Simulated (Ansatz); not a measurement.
Runs of Ansatz 0.2.0 on Bi. Symmetry: P2/m, No. 10, monoclinic system. Conventional cell: a = 3.238 Å, b = 3.222 Å, c = 6.444 Å, α = 90.00°, β = 90.72°, γ = 90.00°. Bi (site symmetry m) is surrounded by 6 Bi at 3.22 to 3.24 Å. This isn't the form of Bi at room conditions, which is rhombohedral.

```csv
level,cell,target pressure (GPa),gap on the mesh (eV),pressure (GPa),relaxed volume (Å³/atom)
PBEsol,relaxed to 10 GPa,10,none,10.0,-
PBEsol,relaxed to 30 GPa,30,none,30.0,-
PBEsol+D3(BJ),relaxed,-,none,0.0,(a)
PBEsol,relaxed,-,none,0.0,33.23
PBEsol+D3(BJ)-ATM,relaxed,-,none,0.0,31.05
PBEsol,relaxed,0,none,0.0,33.23
PBEsol,relaxed to 20 GPa,20,none,20.0,-
PBEsol,relaxed to 2 GPa,2,none,2.0,-
PBEsol,relaxed to 5 GPa,5,none,5.0,-
PBEsol+D4,relaxed,-,none,0.0,31.53
```

Alike in all rows: task relaxation of cell and atoms; potentials or basis Ansatz PAW; no spin polarisation; k mesh 8 × 8 × 4; cutoff (eV) 420; smearing fermi-dirac 0.05 eV.

Fill in the values left out.

(a) 30.88.

Caveats: the plane-wave basis is chosen anew once the cell has moved, so the energies of steps on either side of that aren't comparable; spin-orbit coupling is left out, which moves the levels of the heavy elements; the PAW data sets come from PBE, with cores solved anew for the run's functional, which leaves a small shift of forces and pressure; the volume moved by over 15 % at a fixed basis, so the end points are rough (some runs); pairwise dispersion overbinds metals, which lowers pressure and volume (some runs).

A k mesh can miss the band edges, and the runs leave out spin-orbit coupling on Bi.

A gap of «none» marks a metal or a gap under the smearing width.
